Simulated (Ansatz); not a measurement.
Structure types of Te compared at 340 GPa

Structure types of Te are relaxed in primitive cells with their symmetry kept at 340 GPa, first on PAW files, then by LAPW. The enthalpy is E + pV at zero temperature, without zero-point motion. Only the types listed were tried, and differences under about 5 meV/atom are mesh noise. Not among the end structures: fcc, which may lie lower.

Level of theory: DFT with PBE, scalar-relativistic, in Ansatz 0.2.0; Fermi–Dirac smearing of 0.08 eV, no spin polarisation. LAPW: all electrons, basis error target 0.5 meV/atom; PAW: frozen-core files, cutoff 420 eV.

k meshes: bcc 18×18×18, hcp 17×17×9, omega 9×9×12, sc 16×16×16, diamond 13×13×13.

Spin–orbit coupling is left out, which matters for the heavy atoms.

```json
{"start type": "bcc", "ends as": "bcc, Im-3m", "a, b, c (Å)": "2.892, 2.892, 2.892", "V (Å³/atom)": "12.10", "H − H(lowest), LAPW (meV/atom)": "?"}
{"start type": "hcp", "ends as": "hcp, P6_3/mmc", "a, b, c (Å)": "2.591, 2.591, 4.148", "V (Å³/atom)": "12.06", "H − H(lowest), LAPW (meV/atom)": "0.0"}
{"start type": "omega", "ends as": "omega, P6/mmm", "a, b, c (Å)": "4.140, 4.140, 2.460", "V (Å³/atom)": "12.17", "H − H(lowest), LAPW (meV/atom)": "421.0"}
{"start type": "sc", "ends as": "sc, Pm-3m", "a, b, c (Å)": "2.344, 2.344, 2.344", "V (Å³/atom)": "12.88", "H − H(lowest), LAPW (meV/atom)": "2940.0"}
{"start type": "diamond", "ends as": "diamond, Fd-3m", "a, b, c (Å)": "4.929, 4.929, 4.929", "V (Å³/atom)": "14.96", "H − H(lowest), LAPW (meV/atom)": "?"}
```

Q: Give the missing entry: row "bcc", column "H − H(lowest), LAPW (meV/atom)".

A: 113.2.

Q: Give the missing entry: row "diamond", column "H − H(lowest), LAPW (meV/atom)".

A: 10450.0.

Q: Split the lead of hcp over bcc into energy and pV.

A: For bcc less hcp: ΔE = +36.6 meV/atom, and p·ΔV = 340 GPa × +0.0361 Å³ × 6.242 meV/(GPa·Å³) = +76.6 meV/atom, together 113.2 meV/atom. hcp wins on both counts.
